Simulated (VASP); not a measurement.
# HgSe (nc) (F-43m) in VASP: notebook

The runs below take HgSe (nc) through single point, relaxation of cell and atoms, with PBE.

All numbers are computed with VASP 6.6.1; they aren't measurements. Logs are shortened: lines on timing, memory, paths and dates and some standing lists are left out, and cuts for length are marked.

### 1 The crystal as given

Symmetry: F-43m, No. 216, cubic system. Conventional cell: a = 6.260 Å, b = 6.260 Å, c = 6.260 Å, α = 90.00°, β = 90.00°, γ = 90.00°. Around Hg (site symmetry -43m) lie 4 Se at 2.71 Å. Around Se (site symmetry -43m) lie 4 Hg at 2.71 Å.

### 2 Single point, PBE

INCAR

```
PREC = Accurate ; ENCUT = 520
EDIFF = 1E-7 ; ISMEAR = 0
SIGMA = 0.1 ; LREAL = False
LASPH = True ; NELM = 100
ALGO = Fast ; ISIF = 2
LWAVE = False ; LCHARG = False
GGA = PE ; NBANDS = 16
```

KPOINTS

```
regular mesh
0
Gamma
  12 12 12
```

POSCAR

```
HgSe
1.0
    0.0000000000      3.1301135269      3.1301135269
    3.1301135269      0.0000000000      3.1301135269
    3.1301135269      3.1301135269      0.0000000000
Hg Se
1 1
Direct
    0.0000000000      0.0000000000      0.0000000000
    0.2500000000      0.2500000000      0.2500000000
```

Potentials or basis: VASP PAW PBE potentials, release 64 (Hg, Se).

Run with:

```sh
$ cat potpaw_PBE.64/Hg/POTCAR potpaw_PBE.64/Se/POTCAR > POTCAR
$ mpirun -np 1 vasp_std > vasp.out
```

OUTCAR:

```text
PREC = Accurate
   ENCUT = 520
   EDIFF = 1E-7
   ISMEAR = 0
   LREAL = False
   LASPH = True
   NELM = 100
   ISIF = 2
   GGA = PE

 ion  position               nearest neighbor table
   1  0.000  0.000  0.000-   2 2.71   2 2.71   2 2.71   2 2.71
   2  0.250  0.250  0.250-   1 2.71   1 2.71   1 2.71   1 2.71

  LATTYP: Found a face centered cubic cell.
 ALAT       =     6.2602270538

  Lattice vectors:

 A1 = (   0.0000000000,   3.1301135269,   3.1301135269)
 A2 = (   3.1301135269,   0.0000000000,   3.1301135269)
 A3 = (   3.1301135269,   3.1301135269,   0.0000000000)

Analysis of symmetry for initial positions (statically):
=====================================================================
 Subroutine PRICEL returns:
 Original cell was already a primitive cell.

 Routine SETGRP: Setting up the symmetry group for a
 face centered cubic supercell.

 Subroutine GETGRP returns: Found 24 space group operations
 (whereof 24 operations were pure point group operations)
 out of a pool of 48 trial point group operations.

The static configuration has the point symmetry T_d .

Analysis of symmetry for dynamics (positions and initial velocities):
=====================================================================
 Subroutine PRICEL returns:
 Original cell was already a primitive cell.

 Routine SETGRP: Setting up the symmetry group for a
 face centered cubic supercell.

 Subroutine GETGRP returns: Found 24 space group operations
 (whereof 24 operations were pure point group operations)
 out of a pool of 48 trial point group operations.

The dynamic configuration has the point symmetry T_d .

 Subroutine INISYM returns: Found 24 space group operations
 (whereof 24 operations are pure point group operations),
 and found     1 'primitive' translations

----------------------------------------------------------------------------------------

                                     Primitive cell

  volume of cell :      61.3353

  direct lattice vectors                    reciprocal lattice vectors
     0.000000000  3.130113527  3.130113527    -0.159738615  0.159738615  0.159738615
     3.130113527  0.000000000  3.130113527     0.159738615 -0.159738615  0.159738615
     3.130113527  3.130113527  0.000000000     0.159738615  0.159738615 -0.159738615

  length of vectors
     4.426649002  4.426649002  4.426649002     0.276675397  0.276675397  0.276675397

  position of ions in fractional coordinates (direct lattice)
     0.000000000  0.000000000  0.000000000
     0.250000000  0.250000000  0.250000000

  ion indices of the primitive-cell ions
   primitive index   ion index
                 1           1
                 2           2

----------------------------------------------------------------------------------------

 KPOINTS: regular mesh

Automatic generation of k-mesh.
 Grid dimensions read from file:
 generate k-points for:   12   12   12

 Generating k-lattice:

  Cartesian coordinates                     Fractional coordinates (reciprocal lattice)
    -0.013311551  0.013311551  0.013311551     0.083333333  0.000000000  0.000000000
     0.013311551 -0.013311551  0.013311551     0.000000000  0.083333333  0.000000000
     0.013311551  0.013311551 -0.013311551     0.000000000  0.000000000  0.083333333

  Length of vectors
     0.023056283  0.023056283  0.023056283

  Shift w.r.t. Gamma in fractional coordinates (k-lattice)
     0.000000000  0.000000000  0.000000000

 Subroutine IBZKPT returns following result:
 ===========================================

 Found     72 irreducible k-points:

 Following reciprocal coordinates:
            Coordinates               Weight
  0.000000  0.000000  0.000000      1.000000
  0.083333  0.000000  0.000000      8.000000
  0.166667  0.000000  0.000000      8.000000
  0.250000  0.000000  0.000000      8.000000
  0.333333  0.000000  0.000000      8.000000
  0.416667  0.000000  0.000000      8.000000
[... 16 lines left out ...]
  0.500000  0.166667  0.000000     24.000000
 -0.416667  0.166667  0.000000     24.000000
 [... further k-points ...]
   k-points           NKPTS =     72   k-points in BZ     NKDIM =     72   number of bands    NBANDS=     16
   number of dos      NEDOS =    301   number of ions     NIONS =      2
   total plane-waves  NPLWV =  46656
   dimension x,y,z NGX =    36 NGY =   36 NGZ =   36
   dimension x,y,z NGXF=    72 NGYF=   72 NGZF=   72
   ions per type =               1   1
   NGX,Y,Z   is equivalent  to a cutoff of  13.52, 13.52, 13.52 a.u.
   NGXF,Y,Z  is equivalent  to a cutoff of  27.04, 27.04, 27.04 a.u.
 SYSTEM =  unknown system
   PREC   = accura    normal or accurate (medium, high low for compatibility)
   ISTART =      0    job   : 0-new  1-cont  2-samecut
   ICHARG =      2    charge: 1-file 2-atom 10-const
   ISPIN  =      1    spin polarized calculation?
   LNONCOLLINEAR =      F non collinear calculations
   LSORBIT =      F    spin-orbit coupling
   LASPH  =      T    aspherical Exc in radial PAW
   ENCUT  =  520.0 eV  38.22 Ry    6.18 a.u.   8.23  8.23  8.23*2*pi/ulx,y,z
   NELM   =    100;   NELMIN=  2; NELMDL= -5     # of ELM steps
   EDIFF  = 0.1E-06   stopping-criterion for ELM
   LREAL  =      F    real-space projection
   EDIFFG = 0.1E-05   stopping-criterion for IOM
   NSW    =      0    number of steps for IOM
   IBRION =     -1    ionic relax: 0-MD 1-quasi-New 2-CG
   NFREE  =      0    steps in history (QN), initial steepest desc. (CG)
   ISIF   =      2    stress and relaxation
   ISYM   =      2    0-nonsym 1-usesym 2-fastsym
   POTIM  = 0.5000    time-step for ionic-motion
   TEBEG  =    0.0;   TEEND  =   0.0 temperature during run
   PSTRESS=    0.0 pullay stress
   NELECT =      18.0000    total number of electrons
   NUPDOWN=      -1.0000    fix difference up-down
   EMIN   =  10.00;   EMAX   =-10.00  energy-range for DOS
   EFERMI =   0.00;   METHOD = LEGACY
   ISMEAR =     0;   SIGMA  =   0.10  broadening in eV -4-tet -1-fermi 0-gaus
   EFERMI_NEDOS =   21; number of points for ismear=-14 and -15
   IALGO  =     68    algorithm
   IMIX   =      4    mixing-type and parameters
     AMIX     =   0.40;   BMIX     =  1.00
     AMIX_MAG =   1.60;   BMIX_MAG =  1.00
  volume/ion in A,a.u.               =      30.67       206.96
  Fermi-wavevector in a.u.,A,eV,Ry     =   1.087917  2.055864 16.103344  1.183562
  Thomas-Fermi vector in A             =   2.224087
   LORBIT       =      0    0 simple, 1 ext, 2 COOP (PROOUT), +10 PAW based schemes
   GGA     = PE    functional components
   LHFCALC =     F    Hartree Fock is set to
   AEXX    =    0.0000 exact exchange contribution
   IVDW    =     0    specifies the selected vdW correction
   LEPSILON=     F    determine dielectric tensor
   LRPA    =     F    only Hartree local field effects (RPA)
 non-spin polarized calculation
 RMM-DIIS sequential band-by-band and
 Gauss-broadening in eV      SIGMA  =   0.10
  energy-cutoff  :      520.00
  volume of cell :       61.34
 maximum number of plane-waves:      1676
 NGX is ok and might be reduce to    36
   NGX = 17   NGY = 17   NGZ = 17

 number of electron      18.0000002 magnetization

 Free energy of the ion-electron system (eV)
  ---------------------------------------------------
  ext. energy  EPLUGINS =         0.00000000
  ---------------------------------------------------
  free energy    TOTEN  =        -4.08919253 eV

  energy without entropy =       -4.08902462  energy(sigma->0) =       -4.08910857

 E-fermi :   1.0272     XC(G=0):  -8.6466

 val. band max:        0.9522763942   @ k =   0.0000   0.0000   0.0000
 cond. band min:       1.2742917306   @ k =   0.0833   0.0000   0.0000
 fundamental gap:      0.3220153364
 Fermi energy:         1.0272033128

 k-point     1 :       0.0000    0.0000    0.0000
  band No.  band energies     occupation
      1     -11.9358      2.00000
      2      -5.7342      2.00000
      3      -5.7342      2.00000
      4      -5.7342      2.00000
      5      -5.1304      2.00000
      6      -5.1304      2.00000
[... 8 lines left out ...]
     15      12.1044      0.00000
     16      12.1045      0.00000

 k-point     2 :       0.0833    0.0000    0.0000
  band No.  band energies     occupation
      1     -11.9112      2.00000
      2      -5.7225      2.00000
      3      -5.7225      2.00000
      4      -5.7212      2.00000
      5      -5.1314      2.00000
      6      -5.1314      2.00000
[... 8 lines left out ...]
     15      11.6046      0.00000
     16      11.6046      0.00000

 k-point     3 :       0.1667    0.0000    0.0000
  band No.  band energies     occupation
      1     -11.8429      2.00000
      2      -5.6917      2.00000
      3      -5.6917      2.00000
      4      -5.6724      2.00000
      5      -5.1320      2.00000
      6      -5.1320      2.00000
[... 8 lines left out ...]
     15      11.1436      0.00000
     16      11.1436      0.00000

 k-point     4 :       0.2500    0.0000    0.0000
  band No.  band energies     occupation
      1     -11.7476      2.00000
      2      -5.6528      2.00000
      3      -5.6528      2.00000
      4      -5.5634      2.00000
      5      -5.1274      2.00000
      6      -5.1274      2.00000
[... 8 lines left out ...]
     15      11.0519      0.00000
     16      11.0519      0.00000
[... 324 lines left out ...]
 k-point    22 :       0.4167    0.1667    0.0000
  band No.  band energies     occupation
      1     -11.5700      2.00000
      2      -5.5940      2.00000
      3      -5.5344      2.00000
      4      -5.3168      2.00000
      5      -5.0820      2.00000
      6      -5.0747      2.00000
[... 8 lines left out ...]
     15      12.1227      0.00000
     16      12.6305      0.00000

 k-point    23 :       0.5000    0.1667    0.0000
  band No.  band energies     occupation
      1     -11.5184      2.00000
      2      -5.5738      2.00000
      3      -5.5259      2.00000
      4      -5.1895      2.00000
      5      -5.0867      2.00000
      6      -4.9007      2.00000
[... 8 lines left out ...]
     15      12.1846      0.00000
     16      12.7226      0.00000

 k-point    24 :      -0.4167    0.1667    0.0000
  band No.  band energies     occupation
      1     -11.5117      2.00000
      2      -5.5660      2.00000
      3      -5.5345      2.00000
      4      -5.1421      2.00000
      5      -5.1058      2.00000
      6      -4.8546      2.00000
[... 8 lines left out ...]
     15      11.8923      0.00000
     16      12.1341      0.00000

 [... further k-points ...]

------------------------ aborting loop because EDIFF is reached ----------------------------------------

  FORCE on cell =-STRESS in cart. coord.  units (eV):
  Direction    XX          YY          ZZ          XY          YZ          ZX
  --------------------------------------------------------------------------------------
  -------------------------------------------------------------------------------------
  Total        0.0700685      0.0700685      0.0700685      0.0000000     -0.0000000     -0.0000000
  in kB        1.8303029      1.8303029      1.8303029      0.0000000     -0.0000000     -0.0000000
  external PRESSURE =       1.8303029 kB  Pullay stress =       0.0000000 kB

 VOLUME and BASIS-vectors are now :
 -----------------------------------------------------------------------------
  energy-cutoff  :      520.00
  volume of cell :       61.34
      direct lattice vectors                 reciprocal lattice vectors
     0.000000000  3.130113527  3.130113527    -0.159738615  0.159738615  0.159738615
     3.130113527  0.000000000  3.130113527     0.159738615 -0.159738615  0.159738615
     3.130113527  3.130113527  0.000000000     0.159738615  0.159738615 -0.159738615

 POSITION                                       TOTAL-FORCE (eV/Angst)
 -----------------------------------------------------------------------------------
      0.00000      0.00000      0.00000         0.000000      0.000000      0.000000
      1.56506      1.56506      1.56506        -0.000000     -0.000000     -0.000000
 -----------------------------------------------------------------------------------
    total drift:                               -0.000000     -0.000000     -0.000000

  FREE ENERGIE OF THE ION-ELECTRON SYSTEM (eV)
  ---------------------------------------------------
  free  energy   TOTEN  =        -4.0891925266 eV

  energy  without entropy=       -4.0890246178  energy(sigma->0) =       -4.08910857
```

Run time: 33 s. Hardware: 1 thread of Intel Xeon 6975P-C (Granite Rapids), shared host; peak memory 0.25 GiB.

What came out:

```
Free energy            : -4.0892 eV
Pressure               : 0.2 GPa
Band gap on the k mesh : none (metal or under the smearing width)
```

### 3 Relaxation of cell and atoms, PBE

This run uses another cell than the first one, of 28.07 Å³/atom, 0.915 times its volume.

INCAR

```
PREC = Accurate ; ENCUT = 600
EDIFF = 1E-6 ; ISMEAR = 0
SIGMA = 0.1 ; LREAL = False
LASPH = True ; NELM = 100
ALGO = Normal ; ISIF = 3
LWAVE = False ; LCHARG = False
GGA = PE ; IBRION = 2
NSW = 100 ; EDIFFG = -0.002
```

KPOINTS is that of step 2.

POSCAR

```
HgSe
1.0
    0.0000000000      3.0390000000      3.0390000000
    3.0390000000      0.0000000000      3.0390000000
    3.0390000000      3.0390000000      0.0000000000
Hg Se
1 1
Direct
    0.0000000000      0.0000000000      0.0000000000
    0.2500000000      0.2500000000      0.2500000000
```

Potentials or basis: VASP PAW PBE potentials, release 64 (Hg, Se).

Run with:

```sh
$ cat potpaw_PBE.64/Hg/POTCAR potpaw_PBE.64/Se/POTCAR > POTCAR
$ mpirun -np 1 vasp_std > vasp.out
```

Run time: 95 s. Hardware: 1 thread of Intel Xeon 6975P-C (Granite Rapids), shared host; peak memory 0.25 GiB.

It converged, with:

```yaml
Free_energy: -4.0888 eV
Relaxed_volume: 30.81 Å³/atom
Relaxed_cell: a = 4.433 Å, b = 4.433 Å, c = 4.433 Å, α = 60.00°, β = 60.00°, γ = 60.00°
Space_group_after_relaxing_to_0.05_Å: F-43m (No. 216)
Energy_gained_by_relaxing: 39.2 meV/atom
Ionic_steps: 7
Pressure_after_relaxing: 0.0 GPa
Band_gap_on_the_k_mesh: none (metal or under the smearing width)
```

Step by step:
| step | energy change (eV) | largest force (eV/Å) | pressure (GPa) | volume (Å³) |
| --- | --- | --- | --- | --- |
| 1 | 0.0000 | 0.0000 | 5.05 | 56.13 |
| 2 | -0.0702 | 0.0000 | -1.26 | 63.64 |
| 3 | -0.0785 | 0.0000 | 0.02 | 61.58 |
| 4 | -0.0785 | 0.0000 | -0.08 | 61.70 |
| 5 | -0.0785 | 0.0000 | 0.07 | 61.56 |
| 6 | -0.0785 | 0.0000 | -0.02 | 61.62 |
| 7 | -0.0785 | 0.0000 | 0.00 | 61.61 |

Final structure:
```xyz
2
Lattice="0.0000 3.1348 3.1348 3.1348 0.0000 3.1348 3.1348 3.1348 0.0000" Properties=species:S:1:pos:R:3 pbc="T T T"
Hg    0.0000    0.0000    0.0000
Se    1.5674    1.5674    1.5674
```

Levels at points of the mesh, in eV from the Fermi level:
| k point | band 7 | band 8 | band 9 | band 10 | band 11 | band 12 |
| --- | --- | --- | --- | --- | --- | --- |
| (0.00, 0.00, 0.00) | -1.12 | -0.08 | -0.08 | -0.08 | 5.52 | 5.52 |
| (0.50, 0.00, 0.00) | -4.98 | -0.89 | -0.89 | 1.02 | 6.21 | 6.21 |
| (0.50, 0.50, 0.00) | -4.73 | -2.01 | -2.01 | 2.60 | 3.13 | 8.20 |

The run has no spin-orbit coupling, so splittings on Hg are missing. Zero-point motion and thermal expansion aren't in these numbers.
